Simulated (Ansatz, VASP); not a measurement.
## P: VASP beside Ansatz

```
CELL_PARAMETERS angstrom
-2.83778 2.83778 1.96499
2.83778 -2.83778 1.96499
2.83778 2.83778 -1.96499
ATOMIC_POSITIONS crystal
P 0.00000 0.00000 0.00000
P 0.75000 0.25000 0.50000
P 0.37500 0.62500 0.75000
P 0.37500 0.12500 0.75000
P 0.37500 0.62500 0.25000
P 0.87500 0.62500 0.25000
```

Alike in both runs: task relaxation of cell and atoms; functional PBE; k mesh 6 × 6 × 6; occupations gaussian, width 0.1 eV; no spin polarisation.

|  | VASP | Ansatz |
| --- | --- | --- |
| version | VASP 6.6.1 | Ansatz 0.2.0 |
| potentials or method | VASP PAW PBE potentials, release 64 (P) | scalar-relativistic, plane waves, PAW |
| plane-wave cutoff (eV) | 600 | 420 |
| valence electrons in the cell | 30 | 30 |

Ansatz gave:

* gap on the k mesh at the Fermi level, each at its own relaxed structure (eV): none
* relaxed volume (Å³/atom): 15.22
* relaxed cell length with the largest relative difference (Å): 5.000
* energy change over the relaxation (meV/atom): -971

Q: What did VASP give for the same quantities?

A: gap on the k mesh at the Fermi level, each at its own relaxed structure (eV): none; relaxed volume (Å³/atom): 15.16; relaxed cell length with the largest relative difference (Å): 4.993; energy change over the relaxation (meV/atom): -952.

A gap of «none» marks a metal or a gap that the smearing closes.

Caveats: the volume moved by over 15 % at a fixed basis, so the end points are rough (VASP).
